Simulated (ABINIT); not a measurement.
# BAs (F-43m) in ABINIT: settings compared

One crystal, BAs, is run at these levels: LDA, HCTH407, LDA-PZ, BP86, RPBE; tasks: band structure, equation of state.

Everything below comes from runs of ABINIT 10.8.3 (patched build). Logs are shortened: lines on timing, memory, paths and dates and some standing lists are left out, and cuts for length are marked. The log counts tension as positive stress, the text compression.

**What was measured.**

From “Basic Physical Properties of Cubic Boron Arsenide”, 2019, arxiv:1911.11281, for a bulk crystal of BAs: bulk modulus 148 GPa.

The runs below are set against these values where they give the same quantity.

## 1. The crystal as given

Symmetry: F-43m, No. 216, cubic system. The conventional cell has a = 4.777 Å, b = 4.777 Å, c = 4.777 Å, α = 90.00°, β = 90.00°, γ = 90.00°. As (site symmetry -43m) is surrounded by 4 B at 2.07 Å. Around B (site symmetry -43m) lie 4 As at 2.07 Å.

## 2. Band structure, LDA

The input, run.abi:

```
# Datasets: ground state, then fixed potential
ndtset 2

# Pseudopotentials
pp_dirpath "./"
pseudos "As.LDA_PW-JTH.xml, B.LDA_PW-JTH.xml"

# Structure
acell 3.3778490937 3.3778490937 3.3778490937 Angstrom
rprim
     0.0000000000     0.7071067812     0.7071067812
     0.7071067812     0.0000000000     0.7071067812
     0.7071067812     0.7071067812     0.0000000000
ntypat 2
znucl 33 5
natom 2
typat 1 2
xred
     0.7500000000     0.7500000000     0.7500000000
     0.0000000000     0.0000000000     0.0000000000

# Plane-wave basis
ecut 15.0
pawecutdg 30.0

# Exchange and correlation
ixc 7

# Bands and occupations
occopt 3
tsmear 0.00183747

# SCF cycle
nstep 100

# Output
iomode 3
prtwf 0
prteig 0
prtebands 0
prtden1 1

# Dataset 1
kptopt1 1
ngkpt1 10 10 10
nshiftk1 1
shiftk1 0.0 0.0 0.0
nband1 13
tolvrs1 1.0e-9

# Dataset 2: bands along G-X-W-K-G-L-U-W-L-K
iscf2 -2
getden2 1
nband2 17
nbdbuf2 2
tolwfr2 1.0e-12
kptopt2 -9
ndivsm2 6
prteig2 1
prtvol2 -3
kptbounds2
     0.0000000000     0.0000000000     0.0000000000
     0.5000000000     0.0000000000     0.5000000000
     0.5000000000     0.2500000000     0.7500000000
     0.3750000000     0.3750000000     0.7500000000
     0.0000000000     0.0000000000     0.0000000000
     0.5000000000     0.5000000000     0.5000000000
     0.6250000000     0.2500000000     0.6250000000
     0.5000000000     0.2500000000     0.7500000000
     0.5000000000     0.5000000000     0.5000000000
     0.3750000000     0.3750000000     0.7500000000
```

Potentials or basis: JTH PAW LDA v2.0.

Command:

```sh
abinit run.abi > log 2>&1
```

run.abo:

```text
.Version 10.8.3 of ABINIT
 DATASET    1 : space group F-4 3 m (#216); Bravais cF (face-center cubic)
================================================================================
 Values of the parameters that define the memory need for DATASET  1.
     intxc =       0    ionmov =       0      iscf =      17    lmnmax =      18
     lnmax =       6     mgfft =      24  mpssoang =       3    mqgrid =    3001
     natom =       2  nloc_mem =       2    nspden =       1   nspinor =       1
    nsppol =       1      nsym =      24    n1xccc =       1    ntypat =       2
    occopt =       3   xclevel =       1
       mpw =         532          nfft =       13824          nkpt =          47
 PAW method is used; the additional fine FFT grid is defined by:
   mgfftf=        32    nfftf =     32768
================================================================================
================================================================================

 DATASET    2 : space group F-4 3 m (#216); Bravais cF (face-center cubic)
================================================================================
 Values of the parameters that define the memory need for DATASET  2.
     intxc =       0    ionmov =       0      iscf =      -2    lmnmax =      18
     lnmax =       6     mgfft =      24  mpssoang =       3    mqgrid =    3001
     natom =       2  nloc_mem =       2    nspden =       1   nspinor =       1
    nsppol =       1      nsym =      24    n1xccc =       1    ntypat =       2
    occopt =       3   xclevel =       1
       mpw =         532          nfft =       13824          nkpt =         103
 PAW method is used; the additional fine FFT grid is defined by:
   mgfftf=        32    nfftf =     32768
================================================================================
================================================================================

--------------------------------------------------------------------------------
------------- Echo of variables that govern the present computation ------------
--------------------------------------------------------------------------------
 -outvars: echo values of preprocessed input variables --------
            acell      6.3832096817E+00  6.3832096817E+00  6.3832096817E+00 Bohr
              amu      7.49215900E+01  1.08110000E+01
             ecut      1.50000000E+01 Hartree
           getden1          0
           getden2          1
             iscf1         17
             iscf2         -2
              ixc           7
           jdtset        1    2
           kptopt1          1
           kptopt2         -9
         kptrlatt       10    0    0      0   10    0      0    0   10
          kptrlen1     6.38320968E+01
          kptrlen2     3.00000000E+01
            natom           2
            nband1         13
            nband2         17
           nbdbuf1          0
           nbdbuf2          2
           ndtset           2
           ndivsm1          0
           ndivsm2          6
            ngfft          24      24      24
          ngfftdg          32      32      32
             nkpt1         47
             nkpt2        103
            nstep         100
             nsym          24
           ntypat           2
           occopt           3
        pawecutdg      3.00000000E+01 Hartree
        prtebands           0
           prteig1          0
           prteig2          1
           prtvol1          0
           prtvol2         -3
            prtwf           0
            rprim      0.0000000000E+00  7.0710678120E-01  7.0710678120E-01
                       7.0710678120E-01  0.0000000000E+00  7.0710678120E-01
                       7.0710678120E-01  7.0710678120E-01  0.0000000000E+00
           shiftk1     0.00000000E+00  0.00000000E+00  0.00000000E+00
           shiftk2     5.00000000E-01  5.00000000E-01  5.00000000E-01
          spgroup         216
           tolvrs1     1.00000000E-09
           tolvrs2     0.00000000E+00
           tolwfr1     0.00000000E+00
           tolwfr2     1.00000000E-12
           tsmear      1.83747000E-03 Hartree
            typat      1  2
           useylm           1
[... 240 lines left out ...]

 getcut: wavevector=  0.0000  0.0000  0.0000  ngfft=  24  24  24
         ecut(hartree)=     15.000   => boxcut(ratio)=   2.15656

 Fine grid specifications (used for densities):

 getcut: wavevector=  0.0000  0.0000  0.0000  ngfft=  32  32  32
         ecut(hartree)=     30.000   => boxcut(ratio)=   2.03322
--------------------------------------------------------------------------------

================================================================================
 Non-SCF case, kpt    1 (  0.00000  0.00000  0.00000), residuals and eigenvalues=
  2.08E-13  2.31E-13  3.84E-13  4.07E-13  7.89E-13  4.60E-13  6.73E-13  2.49E-13
  3.36E-13  7.99E-13  2.81E-13  2.72E-13  7.45E-13  4.77E-13  8.88E-13  1.43E-11
  2.37E-13
 -1.0601E+00 -1.0601E+00 -1.0601E+00 -1.0594E+00 -1.0594E+00 -3.0854E-01
  2.5718E-01  2.5718E-01  2.5718E-01  3.7666E-01  3.7666E-01  3.7666E-01
  4.2761E-01  6.0023E-01  7.4478E-01  7.4478E-01  7.8343E-01
 Non-SCF case, kpt    2 (  0.02941  0.00000  0.02941), residuals and eigenvalues=
  8.76E-13  7.91E-13  4.18E-13  7.45E-13  8.91E-13  2.44E-13  3.89E-13  3.35E-13
  7.51E-13  8.53E-13  2.71E-13  9.36E-13  4.41E-13  1.21E-13  6.64E-13  2.86E-11
  8.20E-07
[... 696 lines left out ...]
 Non-SCF case, kpt  102 (  0.38750  0.38750  0.72500), residuals and eigenvalues=
  3.74E-13  2.61E-13  3.09E-13  3.04E-13  2.24E-13  5.91E-13  4.48E-13  2.85E-13
  1.82E-13  2.68E-13  1.94E-13  7.70E-13  3.37E-13  2.46E-13  7.50E-13  2.35E-10
  3.80E-08
 -1.0600E+00 -1.0596E+00 -1.0596E+00 -1.0594E+00 -1.0592E+00 -1.6221E-01
 -3.5513E-02  3.7261E-02  1.3419E-01  3.3549E-01  4.7968E-01  5.7900E-01
  5.9641E-01  6.3924E-01  7.4375E-01  8.6695E-01  9.4965E-01
 Non-SCF case, kpt  103 (  0.37500  0.37500  0.75000), residuals and eigenvalues=
  5.01E-13  8.88E-13  2.67E-13  9.49E-13  6.77E-13  6.87E-13  2.21E-13  1.64E-13
  4.33E-13  4.09E-13  5.91E-13  5.35E-13  1.90E-13  4.18E-13  9.56E-13  6.19E-10
  1.68E-07
 -1.0601E+00 -1.0596E+00 -1.0595E+00 -1.0595E+00 -1.0592E+00 -1.5858E-01
 -3.7835E-02  3.8127E-02  1.2935E-01  3.3045E-01  4.5837E-01  5.9348E-01
  6.1199E-01  6.4365E-01  7.5537E-01  8.6734E-01  9.6659E-01

--- !ResultsGS
iteration_state: {dtset: 2, }
comment   : Summary of ground state results
lattice_vectors:
- [  0.0000000,   4.5136109,   4.5136109, ]
- [  4.5136109,   0.0000000,   4.5136109, ]
- [  4.5136109,   4.5136109,   0.0000000, ]
lattice_lengths: [   6.38321,    6.38321,    6.38321, ]
lattice_angles: [ 60.000,  60.000,  60.000, ] # degrees, (23, 13, 12)
lattice_volume:   1.8390873E+02
convergence: {deltae:  0.000E+00, res2:  0.000E+00, residm:  9.996E-13, diffor:  0.000E+00, }
etotal    :  -1.17013834E+02
entropy   :   0.00000000E+00
fermie    :   2.77302338E-01
cartesian_stress_tensor: null
pressure_GPa: null
xred      :
- [  7.5000E-01,   7.5000E-01,   7.5000E-01, As]
- [  0.0000E+00,   0.0000E+00,   0.0000E+00,  B]
cartesian_forces: null
force_length_stats: {min: null, max: null, mean: null, }
...

 Integrated electronic density in atomic spheres:
 ------------------------------------------------
 Atom  Sphere_radius  Integrated_density
    1        2.10392         12.82685654
    2        1.70617          1.77380821

================================================================================

 ----iterations are completed or convergence reached----

 Mean square residual over all n,k,spin=   49.681E-14; max=  99.965E-14
 reduced coordinates (array xred) for    2 atoms
       0.750000000000      0.750000000000      0.750000000000
       0.000000000000      0.000000000000      0.000000000000

 cartesian coordinates (angstrom) at end:
    1      3.58275000003832     3.58275000003832     3.58275000003832
    2      0.00000000000000     0.00000000000000     0.00000000000000
 length scales=  6.383209681739  6.383209681739  6.383209681739 bohr
              =  3.377849093700  3.377849093700  3.377849093700 angstroms
 Eigenvalues (hartree) for nkpt= 103  k points:
 kpt#   1, nband= 17, wtk=  1.00000, kpt=  0.0000  0.0000  0.0000 (reduced coord)
  -1.06005   -1.06005   -1.06005   -1.05935   -1.05935   -0.30854    0.25718    0.25718
   0.25718    0.37666    0.37666    0.37666    0.42761    0.60023    0.74478    0.74478
   0.78343
 kpt#   2, nband= 17, wtk=  1.00000, kpt=  0.0294  0.0000  0.0294 (reduced coord)
  -1.06006   -1.06005   -1.06005   -1.05935   -1.05935   -0.30785    0.25352    0.25371
   0.25371    0.37431    0.38087    0.38087    0.43133    0.60317    0.72430    0.74556
   0.78497
 kpt#   3, nband= 17, wtk=  1.00000, kpt=  0.0588  0.0000  0.0588 (reduced coord)
  -1.06006   -1.06003   -1.06003   -1.05936   -1.05935   -0.30576    0.24326    0.24457
   0.24457    0.36847    0.39225    0.39225    0.44053    0.61177    0.69253    0.74789
   0.78958
 kpt#   4, nband= 17, wtk=  1.00000, kpt=  0.0882  0.0000  0.0882 (reduced coord)
  -1.06007   -1.06001   -1.06001   -1.05937   -1.05934   -0.30229    0.22801    0.23211
   0.23211    0.36085    0.40841    0.40841    0.45158    0.62543    0.66210    0.75179
   0.79728
 kpt#   5, nband= 17, wtk=  1.00000, kpt=  0.1176  0.0000  0.1176 (reduced coord)
[... 381 lines left out ...]
   0.14717    0.34969    0.50795    0.53824    0.55972    0.65151    0.74010    0.84550
   0.89864
 kpt# 101, nband= 17, wtk=  1.00000, kpt=  0.4000  0.4000  0.7000 (reduced coord)
  -1.06002   -1.05967   -1.05960   -1.05941   -1.05924   -0.16814   -0.03564    0.04464
   0.14019    0.34195    0.49915    0.55997    0.57379    0.64410    0.73914    0.86087
   0.92257
 kpt# 102, nband= 17, wtk=  1.00000, kpt=  0.3875  0.3875  0.7250 (reduced coord)
  -1.06004   -1.05964   -1.05957   -1.05944   -1.05923   -0.16221   -0.03551    0.03726
   0.13419    0.33549    0.47968    0.57900    0.59641    0.63924    0.74375    0.86695
   0.94965
 kpt# 103, nband= 17, wtk=  1.00000, kpt=  0.3750  0.3750  0.7500 (reduced coord)
  -1.06007   -1.05961   -1.05955   -1.05946   -1.05921   -0.15858   -0.03783    0.03813
   0.12935    0.33045    0.45837    0.59348    0.61199    0.64365    0.75537    0.86734
   0.96659

== END DATASET(S) ==============================================================
================================================================================

 -outvars: echo values of variables after computation  --------
            acell      6.3832096817E+00  6.3832096817E+00  6.3832096817E+00 Bohr
           etotal1    -1.1701383435E+02
            fcart1    -1.1651586444E-31 -1.1651586444E-31  3.4954759332E-31
                       1.1651586444E-31  1.1651586444E-31 -3.4954759332E-31
            rprim      0.0000000000E+00  7.0710678120E-01  7.0710678120E-01
                       7.0710678120E-01  0.0000000000E+00  7.0710678120E-01
                       7.0710678120E-01  7.0710678120E-01  0.0000000000E+00
           strten1     1.3769088586E-04  1.3769088586E-04  1.3769088586E-04
                       0.0000000000E+00  0.0000000000E+00  0.0000000000E+00
           xangst      3.5827500000E+00  3.5827500000E+00  3.5827500000E+00
                       0.0000000000E+00  0.0000000000E+00  0.0000000000E+00
             xred      7.5000000000E-01  7.5000000000E-01  7.5000000000E-01
                       0.0000000000E+00  0.0000000000E+00  0.0000000000E+00
 Calculation completed.
```

Run time: 21 s. Hardware: 1 thread of Arm Neoverse V2, shared host; peak memory 0.11 GiB.

What came out:

* Free energy: -3184.1086 eV
* Pressure: -4.1 GPa
* Band gap on the k mesh: 1.13 eV, indirect (least direct gap 3.25 eV)
* Band gap along the path: 1.13 eV, indirect (least direct gap 3.25 eV)
* Valence electrons inside the program's atomic spheres: As 12.83; B 1.77

Levels at the corners of the path, in eV from the valence-band top:
```
point  band 7  band 8  band 9  band 10  band 11  band 12
    Γ    0.00    0.00    0.00     3.25     3.25     3.25
    X   -8.42   -4.07   -4.07     1.34     1.43    11.25
    W   -7.92   -5.50   -5.20     5.20     5.85     6.71
    K   -8.03   -5.96   -3.48     1.99     5.47     9.15
    Γ    0.00    0.00    0.00     3.25     3.25     3.25
    L   -8.74   -1.82   -1.82     2.67     4.77     4.77
    U   -8.03   -5.96   -3.48     1.99     5.47     9.15
    W   -7.92   -5.50   -5.20     5.20     5.85     6.71
    L   -8.74   -1.82   -1.82     2.67     4.77     4.77
    K   -8.03   -5.96   -3.48     1.99     5.47     9.15
```

[end of part 1 of 2]
